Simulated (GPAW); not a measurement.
Set up this calculation in GPAW 26.7.0, as an ASE script.

```
Task                : single point
Functional          : r2SCAN
Potentials or basis : GPAW PAW data sets (gpaw-data 1.2.1)
Cutoff              : 800 eV
Basis               : pw
k mesh              : 7 × 7 × 7
Occupations         : gaussian, width 0.05 eV
Spin                : collinear spin, zero start
Starting moments    : [0.0, 0.0] μB
Hubbard terms       : Mn d U = 5 eV
Maxiter             : 150
```

The structure of MnO lies in POSCAR:

```
MnO
1.0
    0.0000000000      2.2220003300      2.2220003300
    2.2220003300      0.0000000000      2.2220003300
    2.2220003300      2.2220003300      0.0000000000
Mn O
1 1
Direct
    0.0000000000      0.0000000000      0.0000000000
    0.5000000000      0.5000000000      0.5000000000
```

One way to write it, as run:

run.py

```python
from ase.dft.bandgap import bandgap
from ase.io import read, write
from ase.units import GPa
from gpaw import GPAW, PW

atoms = read('POSCAR')
atoms.set_initial_magnetic_moments([0.0, 0.0])

calc = GPAW(mode=PW(800),
            xc='MGGA_X_R2SCAN+MGGA_C_R2SCAN',
            kpts={'size': (7, 7, 7), 'gamma': True},
            occupations={'name': 'methfessel-paxton', 'order': 0, 'width': 0.05},
            setups={'Mn': ':d,5.0'},
            spinpol=True,
            nbands=21,
            convergence={'density': 1e-05, 'energy': 1e-05},
            maxiter=150,
            txt='gpaw.txt')
atoms.calc = calc
energy = atoms.get_potential_energy()
forces = atoms.get_forces()
stress = atoms.get_stress()
calc.write('gs.gpw')
write('result.traj', atoms)
print(f'Energy: {energy:.6f} eV')
print('Forces (eV/A):')
print(forces.round(4))
print('Stress (GPa):', (stress / GPa).round(3))
print('Moments:', calc.get_magnetic_moments().round(3))
print('Fermi level:', round(calc.get_fermi_level(), 4), 'eV')
print(f'Gap: {bandgap(calc)[0]:.4f} eV, direct: {bandgap(calc, direct=True)[0]:.4f} eV')
```

Potentials or basis: GPAW PAW data sets (gpaw-data 1.2.1), pw.

Launch:

```console
$ OMP_NUM_THREADS=1 python run.py
```

It gave:

```json
{
  "Pressure": "-25.9 GPa",
  "Band gap on the k mesh": "none (metal or under the smearing width)",
  "Net moment": "0.00 μB per cell"
}
```

Caveat: the run has no moments, though such compounds are often magnetic; a magnetic state may lie lower; the PAW data sets were made with another functional, which shifts forces and pressure a little.

Wall time 94 s on 1 thread of Intel(R) Xeon(R) Platinum 8375C CPU @ 2.90GHz (Ice Lake), with other jobs on the host, peak memory 0.27 GiB.
